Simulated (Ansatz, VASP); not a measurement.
MgO: VASP beside Ansatz

INCAR

```
ALGO = Normal
EDIFF = 1E-7
ENCUT = 520
GGA = PE
ISIF = 2
ISMEAR = 0
LASPH = T
LCHARG = F
LREAL = F
LWAVE = F
NBANDS = 26
NELM = 60
PREC = Accurate
SIGMA = 0.05
```

Contents of KPOINTS:

```
k-points
0
Gamma
  9 9 2
```

File POSCAR:

```
MgO
1.0
    3.3899000000      0.0000000000      0.0000000000
   -1.6949500000      2.9357395163      0.0000000000
    0.0000000000      0.0000000000     11.3550000000
Mg O
4 4
Direct
    0.3333333333      0.6666666667      0.9694906392
    0.0000000000      0.0000000000      0.2208211786
    0.0000000000      0.0000000000      0.7208211786
    0.6666666667      0.3333333333      0.4694906392
    0.3333333333      0.6666666667      0.7800420079
    0.0000000000      0.0000000000      0.5296443544
    0.0000000000      0.0000000000      0.0296443544
    0.6666666667      0.3333333333      0.2800420079
```

Input for Ansatz:

```yaml
crystal:
  lattice:
    - [3.3899, 0.0, 0.0]
    - [-1.69495, 2.9357395163, 0.0]
    - [0.0, 0.0, 11.355]
  atoms:
    - { symbol: Mg, position: [0.3333333333, 0.6666666667, 0.9694906392] }
    - { symbol: Mg, position: [0.0, 0.0, 0.2208211786] }
    - { symbol: Mg, position: [0.0, 0.0, 0.7208211786] }
    - { symbol: Mg, position: [0.6666666667, 0.3333333333, 0.4694906392] }
    - { symbol: O, position: [0.3333333333, 0.6666666667, 0.7800420079] }
    - { symbol: O, position: [0.0, 0.0, 0.5296443544] }
    - { symbol: O, position: [0.0, 0.0, 0.0296443544] }
    - { symbol: O, position: [0.6666666667, 0.3333333333, 0.2800420079] }
basis:
  ecutwfc: 520.0
kpoints:
  mp_grid: { grid: [9, 9, 2] }
hamiltonian:
  xc: pbe
  pseudopotentials: { kind: paw, azcp: { folder: soft_1 } }
scf:
  occupations: { method: gaussian, width: 0.05 }
output:
  forces: true
  stress: true
  eigenvalues: true
```

Alike in both runs: task single point; functional PBE; k mesh 9 × 9 × 2; occupations gaussian, width 0.05 eV; no spin polarisation.

|  | VASP | Ansatz |
| --- | --- | --- |
| version | VASP 6.6.1 | Ansatz 0.2.0 |
| potentials or method | VASP PAW PBE potentials, release 64 (Mg, O) | scalar-relativistic, plane waves, PAW |
| plane-wave cutoff (eV) | 520 | 520 |
| valence electrons in the cell | 32 | 64 |

|  | VASP | Ansatz | Ansatz less VASP |
| --- | --- | --- | --- |
| gap on the k mesh at the Fermi level (eV) | 2.77 | 2.79 | +0.019 |
| least direct gap on the mesh (eV) | 2.77 | 2.79 | +0.019 |
| pressure (GPa) | -12.3 | -11.9 | +0.42 |
| largest component of the traceless stress (GPa) | 3.52 | 3.48 | -0.031 |
| rms of the force components (eV/Å) | 0.064 | 0.064 | -0.0006 |

Atom by atom the forces differ by 0.001 eV/Å (rms over components). The functional is the same, so the differences come from potentials, cutoffs and numerics. The two sets of potentials don't hold the same shells in valence.

PBE gaps usually lie below the measured ones, often by a third to a half.
